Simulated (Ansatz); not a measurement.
The system is Al3Cu2.

```xyz
5
Lattice="4.0920 0.0000 0.0000 -2.0460 3.5437 0.0000 0.0000 0.0000 4.9928" Properties=species:S:1:pos:R:3 pbc="T T T"
Cu    2.0460    1.1812    0.8013
Cu    0.0000    2.3625    4.1915
Al    2.0460    1.1812    3.2457
Al    0.0000    2.3625    1.7471
Al    0.0000    0.0000    0.0000
```

The cell comes from a database or a generator and needn't be the stable form of this composition.

| Item | Value |
| --- | --- |
| Program | Ansatz 0.2.0 |
| Task | relaxation of cell and atoms |
| Functional | LDA |
| Potentials or basis | Ansatz PAW |
| Cutoff | 420 eV (not typed: the program's choice for these potentials) |
| k mesh | 8 × 8 × 6 |
| Occupations | fermi-dirac, width 0.05 eV |
| Spin | no spin polarisation |

At the start: volume 14.48 Å³/atom.

Question: How do energy, volume and symmetry change on relaxing?

Answer: It ends after 5 steps and the volume is 14.05 Å³/atom (-2.9 %); space group P-3m1 (No. 164, to 0.05 Å).

The path:
| step | energy change (eV) | largest force (eV/Å) | volume (Å³) |
| --- | --- | --- | --- |
| 1 | 0.0000 | 0.0334 | 72.40 |
| 2 | -0.0212 | 0.0331 | 70.98 |
| 3 | -0.0245 | 0.0157 | 70.23 |
| 4 | -0.0245 | 0.0082 | 70.27 |
| 5 | -0.0236 | 0.0082 | 70.27 |

Final structure:
```xyz
5
Lattice="4.0549 0.0000 0.0000 -2.0274 3.5116 0.0000 0.0000 0.0000 4.9349" Properties=species:S:1:pos:R:3 pbc="T T T"
Cu    2.0274    1.1705    0.7827
Cu    0.0000    2.3411    4.1522
Al    2.0274    1.1705    3.2022
Al    0.0000    2.3411    1.7327
Al    0.0000    0.0000    0.0000
```

Caveat: the plane-wave basis is chosen anew once the cell has moved, so the energies of steps on either side of that aren't comparable; the PAW data sets come from PBE, with cores solved anew for the run's functional, which leaves a small shift of forces and pressure.
